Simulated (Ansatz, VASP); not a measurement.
# One calculation of SiC (Moissanite 3C), two programs

```
Si C
1.0
     0.00000    2.17900    2.17900
     2.17900    0.00000    2.17900
     2.17900    2.17900    0.00000
Si C
1 1
Direct
  0.00000 0.00000 0.00000
  0.75000 0.75000 0.75000
```

Alike in both runs: task band structure; functional r2SCANh; k mesh 5 × 5 × 5; occupations fermi-dirac, width 0.05 eV; no spin polarisation.

|  | VASP | Ansatz |
| --- | --- | --- |
| version | VASP 6.6.1 | Ansatz 0.2.0 |
| potentials or method | VASP PAW PBE potentials, release 64 (Si, C) | Ansatz PAW |
| plane-wave cutoff (eV) | 520 | 500 |
| valence electrons in the cell | 8 | 8 |

Ansatz gave:

| Item | Value |
| --- | --- |
| gap on the k mesh at the Fermi level (eV) | 2.79 |
| least direct gap on the mesh (eV) | 6.00 |
| pressure (GPa) | -1.5 |

Question: What did VASP give for the same quantities?

Answer: gap on the k mesh at the Fermi level (eV): 2.81; least direct gap on the mesh (eV): 6.03; pressure (GPa): -1.8.

Caveats: the k mesh is coarse (spacing up to 0.50 Å⁻¹), so the values aren't converged, least of all with exact exchange; an unscreened hybrid on a path of extra k points without a Coulomb cutoff has errors near the mesh points, so the bands along the path aren't reliable (VASP); the PAW data sets were made with another functional, which shifts forces and pressure a little (VASP); the PAW data sets come from PBE, with cores solved anew for the run's functional, which leaves a small shift of forces and pressure (Ansatz); the thresholds are loose for stress (Ansatz).
